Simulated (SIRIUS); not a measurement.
Crystal: Ge.

```
Ge
1.0
     1.39715   -2.60052    0.00000
     1.39715    2.60052    0.00000
     0.00000    0.00000    2.69823
Ge
1
Cartesian
  1.3971 0.0000 0.0000
```

This isn't the form of Ge at room conditions, which is diamond.

Base run:

```yaml
Program: SIRIUS 7.10.0
Functional: RGE2
Potentials_or_basis: PseudoDojo 0.4.1 PBE standard (scalar relativistic)
Cutoff: 1078 eV
Density_cutoff: 4311 eV
k_mesh: 9 × 9 × 8
Occupations: fermi-dirac, width 0.05 eV
Spin: no spin polarisation
```

Its results: band gap on the k mesh none (metal or under the smearing width); pressure -3.0 GPa.

After a change of settings the same cell gave: band gap on the k mesh none (metal or under the smearing width); pressure -0.3 GPa. Which change was it?
A. functional from RGE2 to PW91; libxc names from ["XC_GGA_X_RGE2", "XC_GGA_C_RGE2"] to ["XC_GGA_X_PW91", "XC_GGA_C_PW91"]
B. functional from RGE2 to BLYP; libxc names from ["XC_GGA_X_RGE2", "XC_GGA_C_RGE2"] to ["XC_GGA_X_B88", "XC_GGA_C_LYP"]
C. functional from RGE2 to revPBE; libxc names from ["XC_GGA_X_RGE2", "XC_GGA_C_RGE2"] to ["XC_GGA_X_PBE_R", "XC_GGA_C_PBE"]
D. functional from RGE2 to AM05; libxc names from ["XC_GGA_X_RGE2", "XC_GGA_C_RGE2"] to ["XC_GGA_X_AM05", "XC_GGA_C_AM05"]

A.

Caveats: the potentials were made for another functional, which shifts forces and pressure.

Runs at the PBE level aren't shown here.
